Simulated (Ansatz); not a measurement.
## Rh: energy along a strain

Rh, Fm-3m, a = 3.803 Å (as given, not relaxed at this level: 5.7 GPa). Ansatz: PBE, PAW, 420 eV, Γ-centred 22×22×22 mesh on 1 atom, Cold smearing 0.02 eV; no spin polarisation. Cell vectors (Å): 0.000 1.902 1.902; 1.902 0.000 1.902; 1.902 1.902 0.000. The cell is strained by x per cent times the pattern (0 0 1 0 0 0) in the order xx yy zz yz xz xy (engineering shears), with fractional coordinates held. y is the free energy over the start, V0 = 13.752 Å³/atom.

| x (%) | y (meV/atom) |
| --- | --- |
| -2.00 | 17.55 |
| -1.50 | 11.63 |
| -1.00 | 6.77 |
| -0.50 | ? |
| 0.00 | 0.00 |
| 0.50 | -1.97 |
| 1.00 | -3.03 |
| 1.50 | -3.21 |
| 1.75 | -2.97 |
| 2.00 | -2.51 |

**Question.** Fit y = c1 x + c2 x² + c3 x³ to the other rows, get the stiffness along the pattern, and predict the missing energy.

**Answer.** Least squares on the rows shown. y = −4.8620 x + 1.8772 x² − 0.038320 x³. The clamped-ion stiffness p·C·p = 2 × 18.77 eV × 160.2 / 13.752 Å³ = 437 GPa, which is C33 in these axes (C11 of the cubic crystal) (second derivative at the start, which stands under stress). At x = -0.50 the fit asked for gives 2.91 meV/atom. The run gave 2.90 meV/atom, so the fit is 0.01 meV/atom too high, within twice the rms miss on the fitted rows (0.010 meV/atom).

The smearing is narrow for a metal on this mesh.

Cost: 10 runs of about 1.3 core-minutes in all, on Arm Neoverse V1 (shared hosts).

The energy keeps falling as the cell is stretched from the start and is lowest, among the computed rows, at 1.50 per cent. This is no sign of a tetragonal instability: the chosen lattice constant is smaller than the one PBE prefers, and extension along a single axis relieves part of the compression. Because the other two axes are held, the minimum doesn't give the equilibrium lattice constant either.

The large curvature fits a transition metal whose 4d band is filled mainly through its bonding and non-bonding states, giving strong cohesion and a steep resistance to changes in bond length. The negative cubic term means that the lattice stiffens in compression and softens in extension, as expected when short-range repulsion grows faster than the bonding weakens. The stiffness would therefore probably be somewhat lower at the PBE equilibrium volume. With one atom per primitive cell there is no internal coordinate to relax, so clamping the ions costs nothing here. This single strain pattern can't separate the bulk modulus from the tetragonal shear stiffness.
